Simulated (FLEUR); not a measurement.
## C: band structure with LDA (Perdew-Zunger)

The system is C.

```
C
1.0
     0.00000    1.78337    1.78337
     1.78337    0.00000    1.78337
     1.78337    1.78337    0.00000
C
2
Direct
  0.75000 0.75000 0.75000
  0.50000 0.50000 0.50000
```

This isn't the form of C at room conditions, which is graphite.

```
Program                  : FLEUR MaX-R8.1 (patched build s14)
Task                     : band structure
Functional               : LDA (Perdew-Zunger)
Potentials or basis      : all-electron
Basis                    : FLAPW
Kmax                     : 5.04 1/bohr
k mesh                   : 13 × 13 × 13
Occupations              : fermi-dirac, width 0.05 eV
Spin                     : no spin polarisation
Gmax                     : 15.6 1/bohr
Muffin-tin radii         : C 1.35 bohr
lmax                     : C 5
Local orbitals a species : C 3
Max iterations           : 60
Mixing factor            : 0.05
Mixer                    : Anderson
Mixer history            : 15
Density convergence      : 1e-05 me/bohr^3
```

```yaml
Band_gap_on_the_k_mesh: 4.11 eV, indirect (least direct gap 5.56 eV)
Band_gap_along_the_path: 4.10 eV, indirect (least direct gap 5.56 eV)
Valence_electrons_inside_the_program's_atomic_spheres: C 2.09 (radii C 1.35 bohr)
```

Levels at the corners of the path, in eV from the valence-band top:
| point | band 2 | band 3 | band 4 | band 5 | band 6 | band 7 |
| --- | --- | --- | --- | --- | --- | --- |
| Γ | 0.00 | 0.00 | 0.00 | 5.56 | 5.56 | 5.56 |
| X | -12.61 | -6.28 | -6.28 | 4.71 | 4.71 | 16.61 |
| W | -11.78 | -8.34 | -8.34 | 10.45 | 10.45 | 12.33 |
| K | -11.59 | -9.35 | -5.34 | 5.62 | 10.66 | 14.22 |
| Γ | 0.00 | 0.00 | 0.00 | 5.56 | 5.56 | 5.56 |
| L | -13.35 | -2.78 | -2.78 | 8.39 | 8.39 | 9.00 |
| U | -11.59 | -9.35 | -5.34 | 5.62 | 10.66 | 14.22 |
| W | -11.78 | -8.34 | -8.34 | 10.45 | 10.45 | 12.33 |
| L | -13.35 | -2.78 | -2.78 | 8.39 | 8.39 | 9.00 |
| K | -11.59 | -9.35 | -5.34 | 5.62 | 10.66 | 14.22 |
| U | -11.59 | -9.35 | -5.34 | 5.62 | 10.66 | 14.22 |
| X | -12.61 | -6.28 | -6.28 | 4.71 | 4.71 | 16.61 |

Core levels (eV from the Fermi level):
| atom | levels |
| --- | --- |
| 1 C | 1s1/2 -262.9 |
| 2 C | 1s1/2 -262.9 |

Wall time 5.1 s on 1 thread of Intel(R) Xeon(R) Platinum 8488C (Sapphire Rapids), with other jobs on the host, peak memory 0.04 GiB.
